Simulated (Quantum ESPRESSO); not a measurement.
# V (Fm-3m) in Quantum ESPRESSO: equation of state, part 2 of 2

Quantum ESPRESSO 7.5. The steps go on from the part before.

## Step 5: Single point, PBE, collinear spin, ferromagnetic start, 13.61 Å³/atom

pw.in reads:

```
&CONTROL
  calculation = 'scf'
  prefix = 'pwscf'
  outdir = './tmp'
  pseudo_dir = './pseudo'
  tprnfor = .true.
  tstress = .true.
  disk_io = 'nowf'
/
&SYSTEM
  ibrav = 0
  nat = 1
  ntyp = 1
  ecutwfc = 55
  ecutrho = 440
  nbnd = 15
  occupations = 'smearing'
  smearing = 'fd'
  degauss = 0.00367493
  nspin = 2
  starting_magnetization(1) = 0.1538
/
&ELECTRONS
  conv_thr = 2d-10
  electron_maxstep = 120
  mixing_beta = 0.3
/
ATOMIC_SPECIES
V     50.9415 v_pbe_v1.4.uspp.F.UPF
CELL_PARAMETERS angstrom
   0.0000000000    1.8950000000    1.8950000000
   1.8950000000    0.0000000000    1.8950000000
   1.8950000000    1.8950000000    0.0000000000
ATOMIC_POSITIONS crystal
V      0.0000000000    0.0000000000    0.0000000000
K_POINTS automatic
12 12 12 0 0 0
```

Potentials or basis: SSSP 1.3 efficiency PBE.

The run is started by

```sh
OMP_NUM_THREADS=1 pw.x -in pw.in > pw.out
```

pw.out:

```text
This program is part of the open-source Quantum ESPRESSO suite
     for quantum simulation of materials; please cite
[... 9 lines left out ...]
     --------------------
     sticks:   dense  smooth     PW     G-vecs:    dense   smooth      PW
     Sum         769     379    121                14331     5029     941

     Using Slab Decomposition

     bravais-lattice index     =            0
     lattice parameter (alat)  =       5.0643  a.u.
     unit-cell volume          =      91.8447 (a.u.)^3
     number of atoms/cell      =            1
     number of atomic types    =            1
     number of electrons       =        13.00
     number of Kohn-Sham states=           15
     kinetic-energy cutoff     =      55.0000  Ry
     charge density cutoff     =     440.0000  Ry
     scf convergence threshold =      2.0E-10
     mixing beta               =       0.3000
     number of iterations used =            8  plain     mixing
     Exchange-correlation=  SLA  PW   PBX  PBC
                           (   1   4   3   4   0   0   0)

     celldm(1)=   5.064343  celldm(2)=   0.000000  celldm(3)=   0.000000
     celldm(4)=   0.000000  celldm(5)=   0.000000  celldm(6)=   0.000000

     crystal axes: (cart. coord. in units of alat)
               a(1) = (   0.000000   0.707107   0.707107 )
               a(2) = (   0.707107   0.000000   0.707107 )
               a(3) = (   0.707107   0.707107   0.000000 )

     reciprocal axes: (cart. coord. in units 2 pi/alat)
               b(1) = ( -0.707107  0.707107  0.707107 )
               b(2) = (  0.707107 -0.707107  0.707107 )
               b(3) = (  0.707107  0.707107 -0.707107 )

     PseudoPot. # 1 for V  read from file:
     v_pbe_v1.4.uspp.F.UPF
     Pseudo is Ultrasoft + core correction, Zval = 13.0
     Generated by new atomic code, or converted to UPF format
     Using radial grid of  853 points,  6 beta functions with:
                l(1) =   0
                l(2) =   0
                l(3) =   1
                l(4) =   1
                l(5) =   2
                l(6) =   2
     Q(r) pseudized with  8 coefficients,  rinner =    1.100   1.100   1.100
                                                       1.100   1.100

     atomic species   valence    mass     pseudopotential
     V                13.00    50.94150     V ( 1.00)

     Starting magnetic structure
     atomic species   magnetization
     V               0.154

     48 Sym. Ops., with inversion, found

   Cartesian axes

     site n.     atom                  positions (alat units)
         1        V      tau(   1) = (   0.0000000   0.0000000   0.0000000  )

     number of k points=    72  Fermi-Dirac smearing, width (Ry)=  0.0037
                       cart. coord. in units 2pi/alat
        k(    1) = (   0.0000000   0.0000000   0.0000000), wk =   0.0005787
        k(    2) = (   0.0589256   0.0589256  -0.0589256), wk =   0.0046296
        k(    3) = (   0.1178511   0.1178511  -0.1178511), wk =   0.0046296
        k(    4) = (   0.1767767   0.1767767  -0.1767767), wk =   0.0046296
        k(    5) = (   0.2357023   0.2357023  -0.2357023), wk =   0.0046296
        k(    6) = (   0.2946278   0.2946278  -0.2946278), wk =   0.0046296
[... 64 lines left out ...]
        k(   71) = (  -0.7071068   0.2357023   0.0000000), wk =   0.0069444
        k(   72) = (  -0.7071068   0.3535534   0.0000000), wk =   0.0034722

     Dense  grid:    14331 G-vectors     FFT dimensions: (  36,  36,  36)

     Smooth grid:     5029 G-vectors     FFT dimensions: (  24,  24,  24)

     Check: negative core charge=   -0.000009
     Generating pointlists ...
     new r_m :   0.4125 (alat units)  2.0890 (a.u.) for type    1

     Initial potential from superposition of free atoms

     starting charge      12.9988, renormalised to      13.0000

     negative rho (up, down):  2.467E-04 1.809E-04
     Starting wfcs are   10 randomized atomic wfcs +    5 random wfcs

     Self-consistent Calculation

     iteration #  1     ecut=    55.00 Ry     beta= 0.30
     Davidson diagonalization with overlap
     ethr =  1.00E-02,  avg # of iterations =  4.0

     Threshold (ethr) on eigenvalues was too large:
     Diagonalizing with lowered threshold

     Davidson diagonalization with overlap
     ethr =  6.13E-04,  avg # of iterations =  1.1

     negative rho (up, down):  2.342E-04 2.398E-04

     total energy              =    -145.03107551 Ry
     estimated scf accuracy    <       0.07999443 Ry

     total magnetization       =     1.10 Bohr mag/cell
     absolute magnetization    =     1.10 Bohr mag/cell

     iteration #  2     ecut=    55.00 Ry     beta= 0.30
     Davidson diagonalization with overlap
     ethr =  6.15E-04,  avg # of iterations =  1.0

     negative rho (up, down):  2.081E-04 3.980E-04

     total energy              =    -145.04355631 Ry
     estimated scf accuracy    <       0.01483000 Ry

     total magnetization       =     1.09 Bohr mag/cell
     absolute magnetization    =     1.09 Bohr mag/cell

     iteration #  3     ecut=    55.00 Ry     beta= 0.30
     Davidson diagonalization with overlap
     ethr =  1.14E-04,  avg # of iterations =  1.2

     negative rho (up, down):  1.557E-04 1.166E-03

     total energy              =    -145.04835262 Ry
     estimated scf accuracy    <       0.00688851 Ry

     total magnetization       =     0.95 Bohr mag/cell
     absolute magnetization    =     0.95 Bohr mag/cell

     iteration #  4     ecut=    55.00 Ry     beta= 0.30
     Davidson diagonalization with overlap
     ethr =  5.30E-05,  avg # of iterations =  1.2

     negative rho (up, down):  2.226E-04 3.018E-04

     total energy              =    -145.05542553 Ry
     estimated scf accuracy    <       0.00062541 Ry

     total magnetization       =     0.45 Bohr mag/cell
     absolute magnetization    =     0.45 Bohr mag/cell

     iteration #  5     ecut=    55.00 Ry     beta= 0.30
     Davidson diagonalization with overlap
     ethr =  4.81E-06,  avg # of iterations =  2.0

     negative rho (up, down):  2.650E-04 2.612E-04

     total energy              =    -145.05572796 Ry
     estimated scf accuracy    <       0.00023127 Ry

     total magnetization       =     0.27 Bohr mag/cell
     absolute magnetization    =     0.27 Bohr mag/cell

     iteration #  6     ecut=    55.00 Ry     beta= 0.30
     Davidson diagonalization with overlap
     ethr =  1.78E-06,  avg # of iterations =  1.9

     negative rho (up, down):  2.660E-04 2.578E-04

     total energy              =    -145.05709576 Ry
     estimated scf accuracy    <       0.00004156 Ry

     total magnetization       =     0.03 Bohr mag/cell
     absolute magnetization    =     0.03 Bohr mag/cell

     iteration #  7     ecut=    55.00 Ry     beta= 0.30
     Davidson diagonalization with overlap
     ethr =  3.20E-07,  avg # of iterations =  1.9

     negative rho (up, down):  2.558E-04 2.675E-04

     total energy              =    -145.05709153 Ry
     estimated scf accuracy    <       0.00001153 Ry

     total magnetization       =     0.02 Bohr mag/cell
     absolute magnetization    =     0.02 Bohr mag/cell

     iteration #  8     ecut=    55.00 Ry     beta= 0.30
     Davidson diagonalization with overlap
     ethr =  8.87E-08,  avg # of iterations =  2.0

     negative rho (up, down):  2.668E-04 2.574E-04

     total energy              =    -145.05701010 Ry
     estimated scf accuracy    <       0.00001343 Ry

     total magnetization       =     0.03 Bohr mag/cell
     absolute magnetization    =     0.03 Bohr mag/cell

     iteration #  9     ecut=    55.00 Ry     beta= 0.30
     Davidson diagonalization with overlap
     ethr =  8.87E-08,  avg # of iterations =  2.0

     negative rho (up, down):  2.663E-04 2.580E-04

     total energy              =    -145.05712134 Ry
     estimated scf accuracy    <       0.00001047 Ry

     total magnetization       =    -0.03 Bohr mag/cell
     absolute magnetization    =     0.03 Bohr mag/cell

     iteration # 10     ecut=    55.00 Ry     beta= 0.30
     Davidson diagonalization with overlap
     ethr =  8.05E-08,  avg # of iterations =  1.0

     negative rho (up, down):  2.624E-04 2.616E-04

     total energy              =    -145.05712333 Ry
     estimated scf accuracy    <       0.00000722 Ry

     total magnetization       =    -0.02 Bohr mag/cell
     absolute magnetization    =     0.02 Bohr mag/cell

     iteration # 11     ecut=    55.00 Ry     beta= 0.30
     Davidson diagonalization with overlap
     ethr =  5.56E-08,  avg # of iterations =  1.0

     negative rho (up, down):  2.619E-04 2.621E-04

     total energy              =    -145.05713498 Ry
     estimated scf accuracy    <       0.00000007 Ry

     total magnetization       =    -0.00 Bohr mag/cell
     absolute magnetization    =     0.00 Bohr mag/cell

     iteration # 12     ecut=    55.00 Ry     beta= 0.30
     Davidson diagonalization with overlap
     ethr =  5.24E-10,  avg # of iterations =  1.9

     negative rho (up, down):  2.620E-04 2.620E-04

     total energy              =    -145.05713521 Ry
     estimated scf accuracy    <          2.6E-09 Ry

     total magnetization       =     0.00 Bohr mag/cell
     absolute magnetization    =     0.00 Bohr mag/cell

     iteration # 13     ecut=    55.00 Ry     beta= 0.30
     Davidson diagonalization with overlap
     ethr =  2.03E-11,  avg # of iterations =  1.6

     negative rho (up, down):  2.620E-04 2.620E-04

     Magnetic moment per site  (integrated on atomic sphere of radius R)
     atom   1 (R=0.413)  charge= 11.4672  magn= -0.0001

     End of self-consistent calculation

     Number of k-points >= 100: set verbosity='high' to print the bands.

     the Fermi energy is    16.7132 ev

!    total energy              =    -145.05713522 Ry
     estimated scf accuracy    <          5.6E-11 Ry
     smearing contrib. (-TS)   =      -0.00091257 Ry
     internal energy E=F+TS    =    -145.05622265 Ry

     The total energy is F=E-TS. E is the sum of the following terms:
     one-electron contribution =     -46.63994266 Ry
     hartree contribution      =      29.40232888 Ry
     xc contribution           =     -19.63165248 Ry
     ewald contribution        =    -108.18695638 Ry

     total magnetization       =    -0.00 Bohr mag/cell
     absolute magnetization    =     0.00 Bohr mag/cell

     convergence has been achieved in  13 iterations

     negative rho (up, down):  2.620E-04 2.620E-04

     Forces acting on atoms (cartesian axes, Ry/au):

     atom    1 type  1   force =     0.00000000    0.00000000    0.00000000

     Total force =     0.000000     Total SCF correction =     0.000000

     Computing stress (Cartesian axis) and pressure

     negative rho (up, down):  2.620E-04 2.620E-04
          total   stress  (Ry/bohr**3)                   (kbar)     P=       36.50
   0.00024810  -0.00000000   0.00000000           36.50       -0.00        0.00
  -0.00000000   0.00024810  -0.00000000           -0.00       36.50       -0.00
   0.00000000  -0.00000000   0.00024810            0.00       -0.00       36.50

=------------------------------------------------------------------------------=
   JOB DONE.
=------------------------------------------------------------------------------=
```

It took 24 s on 1 thread of Arm Neoverse V2, shared host; peak memory 0.1 GiB.

Results:

| Item | Value |
| --- | --- |
| Free energy | -1973.6029 eV |
| Pressure | 3.6 GPa |
| Band gap on the k mesh | none (metal or under the smearing width) |
| Net moment | 0.00 μB per cell |
| Absolute moment | 0.00 μB per cell |
| Valence electrons inside the program's atomic spheres | V 11.47 |

## Step 6: Single point, PBE, collinear spin, ferromagnetic start, 13.88 Å³/atom

pw.in: that of step 5 with these lines changed.

```diff
@@ -30,5 +30,5 @@
 CELL_PARAMETERS angstrom
-   0.0000000000    1.8950000000    1.8950000000
-   1.8950000000    0.0000000000    1.8950000000
-   1.8950000000    1.8950000000    0.0000000000
+   0.0000000000    1.9075500346    1.9075500346
+   1.9075500346    0.0000000000    1.9075500346
+   1.9075500346    1.9075500346    0.0000000000
 ATOMIC_POSITIONS crystal
```

Potentials or basis: SSSP 1.3 efficiency PBE.

The run is started by

```sh
OMP_NUM_THREADS=1 pw.x -in pw.in > pw.out
```

Wall time 24 s (1 thread of Arm Neoverse V2, shared host); peak memory 0.1 GiB.

The run converged. Its results:

| Item | Value |
| --- | --- |
| Free energy | -1973.6060 eV |
| Pressure | 0.0 GPa |
| Band gap on the k mesh | none (metal or under the smearing width) |
| Net moment | 0.00 μB per cell |
| Absolute moment | 0.00 μB per cell |
| Valence electrons inside the program's atomic spheres | V 11.48 |

## Step 7: Single point, PBE, collinear spin, ferromagnetic start, 14.15 Å³/atom

pw.in: that of step 6 with these lines changed.

```diff
@@ -30,5 +30,5 @@
 CELL_PARAMETERS angstrom
-   0.0000000000    1.9075500346    1.9075500346
-   1.9075500346    0.0000000000    1.9075500346
-   1.9075500346    1.9075500346    0.0000000000
+   0.0000000000    1.9199370702    1.9199370702
+   1.9199370702    0.0000000000    1.9199370702
+   1.9199370702    1.9199370702    0.0000000000
 ATOMIC_POSITIONS crystal
```

The run is started by

```sh
OMP_NUM_THREADS=1 pw.x -in pw.in > pw.out
```

Run time: 23 s. Hardware: 1 thread of Arm Neoverse V2, shared host; peak memory 0.1 GiB.

Results (log left out):

| Property | Result |
| --- | --- |
| Free energy | -1973.6031 eV |
| Pressure | -3.3 GPa |
| Band gap on the k mesh | none (metal or under the smearing width) |
| Net moment | 0.00 μB per cell |
| Absolute moment | 0.00 μB per cell |
| Valence electrons inside the program's atomic spheres | V 11.49 |

## Step 8: Single point, PBE, collinear spin, ferromagnetic start, 14.43 Å³/atom

pw.in: that of step 7 with these lines changed.

```diff
@@ -30,5 +30,5 @@
 CELL_PARAMETERS angstrom
-   0.0000000000    1.9199370702    1.9199370702
-   1.9199370702    0.0000000000    1.9199370702
-   1.9199370702    1.9199370702    0.0000000000
+   0.0000000000    1.9321662985    1.9321662985
+   1.9321662985    0.0000000000    1.9321662985
+   1.9321662985    1.9321662985    0.0000000000
 ATOMIC_POSITIONS crystal
```

The run is started by

```sh
OMP_NUM_THREADS=1 pw.x -in pw.in > pw.out
```

Wall time 25 s (1 thread of Arm Neoverse V2, shared host); peak memory 0.1 GiB.

The run converged. Its results:

- Free energy: -1973.5950 eV
- Pressure: -6.3 GPa
- Band gap on the k mesh: none (metal or under the smearing width)
- Net moment: 0.00 μB per cell
- Absolute moment: 0.00 μB per cell
- Valence electrons inside the program's atomic spheres: V 11.50

## Step 9: Equation of state, PBE, collinear spin, ferromagnetic start

Potentials or basis: SSSP 1.3 efficiency PBE.

This step only gathers the single runs of the series.

Results:

| Quantity | Value |
| --- | --- |
| Equilibrium volume | 13.88 Å³/atom |
| Bulk modulus | 177 GPa |
| Pressure derivative of the bulk modulus | 3.9 |

Energy against volume, from the lowest point:
```csv
volume (Å³/atom),energy (meV/atom)
12.793,54.10
13.066,29.45
13.338,12.68
13.610,3.09
13.882,0.00
14.154,2.81
14.427,10.98
```

PBE usually gives volumes a little too large and moduli too small. Zero-point motion and thermal expansion aren't in these numbers.
